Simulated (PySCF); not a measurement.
# Calculated NMR parameters of FC(F)F

```
Formula                               : CHF3
SMILES                                : FC(F)F
Point group of the computed structure : C3v
Degrees of unsaturation               : 0
Carbon signals                        : 1
Proton signals                        : 1
```

Atom-mapped SMILES (the numbers label the heavy atoms): `[F:1][CH:2]([F:3])[F:4]`. Hydrogens are named by the atom that carries them.

[PySCF 2.14.0 with density-fitted response routines: B3LYP/pcJ-1 coupling constants; structure optimised with PBE0-D3(BJ)/def2-SVP; σ from GIAO-PBE0/pcSseg-1; no solvent model; no relativistic terms; single conformer; one averaged value for each set of equivalent atoms]

δ = σ(ref) − σ, references computed at the same level: 1H (31.27 ppm), 13C (184.41 ppm) against TMS; 19F (177.25 ppm) against CFCl3.

| carbon | δC, type | δH (multiplicity, J in Hz) | HMBC from (abs. J ≥ 3 Hz) | span of the C tensor (ppm) |
| --- | --- | --- | --- | --- |
| C2 | 121.8, CH | 6.17 (q, 88.4) | – | 23 |

Other nuclei:
```csv
atoms,nucleus,environment,δ (ppm),σ (ppm)
F1/F3/F4,19F,fluorine of a CF3 group,-86.5,263.8
```

Selected couplings (Hz, signed; the shortest-range and largest first, 30 at most; isotopes 19F, 13C, 1H): 1J(F1,C2) -350.5, 1J(C2,H(C2)) 239.6, 2J(F1,H(C2)) 88.4.

δC 121.8: CF3 carbon; 3 electronegative neighbours deshield it. δH 6.17: hydrogen on a CF3 carbon; its carbon carries F, an electronegative neighbour.

Common functionals overestimate the size of one-bond C–F couplings by tens of Hz; these are unscaled. Multiplet labels drop couplings under 1 Hz and merge nearly equal ones. Shifts are as computed. Against solution values, carbons near 30 ppm lie about +2 ppm off and those near 130 ppm about +5 ppm. Of 1211 compounds with measured shifts, 218 miss one by over three times the rms of a fit or turn the order of signals round; such compounds aren't used in these exercises. Unscaled 19F shifts against computed CFCl3 carry errors that often reach 10 to 50 ppm.
